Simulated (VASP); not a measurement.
CdTe: single point with LDA

**Measured values to compare with.**

From a printed reference work, data compilation, for a bulk crystal of CdTe at 0 K: band gap 1.607 eV.

The system is CdTe.

```xyz
2
Lattice="0.0000 3.2050 3.2050 3.2050 0.0000 3.2050 3.2050 3.2050 0.0000" Properties=species:S:1:pos:R:3 pbc="T T T"
Cd    0.0000    0.0000    0.0000
Te    4.8075    4.8075    4.8075
```

- Program: VASP 6.6.1
- Task: single point
- Functional: LDA
- Potentials or basis: VASP PAW LDA potentials, release 64 (Cd, Te)
- Cutoff: 520 eV
- k mesh: 10 × 10 × 10
- Occupations: fermi-dirac, width 0.08 eV
- Spin: no spin polarisation
- Dipole correction: no
- Further INCAR settings: ALGO = Normal; EDIFF = 1e-07; NBANDS = 16

```json
{"Pressure": "0.2 GPa", "Band gap on the k mesh": "0.65 eV, direct"}
```

Levels at points of the mesh, in eV from the valence-band top:
```csv
k point,band 6,band 7,band 8,band 9,band 10,band 11,band 12,band 13
"(0.00, 0.00, 0.00)",-8.12,0.00,0.00,0.00,0.65,4.48,4.48,4.48
"(0.50, 0.00, 0.00)",-7.75,-4.69,-0.84,-0.84,1.69,5.08,5.08,6.88
"(0.50, 0.50, 0.00)",-7.60,-4.54,-2.01,-2.01,2.37,2.54,8.82,9.15
```

It took 23 s on 1 thread of Intel(R) Xeon(R) Platinum 8559C (Emerald Rapids), on a shared host, peak memory 0.21 GiB.

A measured gap of CdTe is 1.607 eV (0 K; a printed reference work, data compilation); the calculated 0.65 eV misses it by -0.95 eV. Spin-orbit coupling on Cd, Te is left out. The value is that of LDA, without temperature or zero-point motion. Semilocal functionals fall short of measured gaps as a rule.

Caveat: spin-orbit coupling is left out, which moves the levels of the heavy elements.
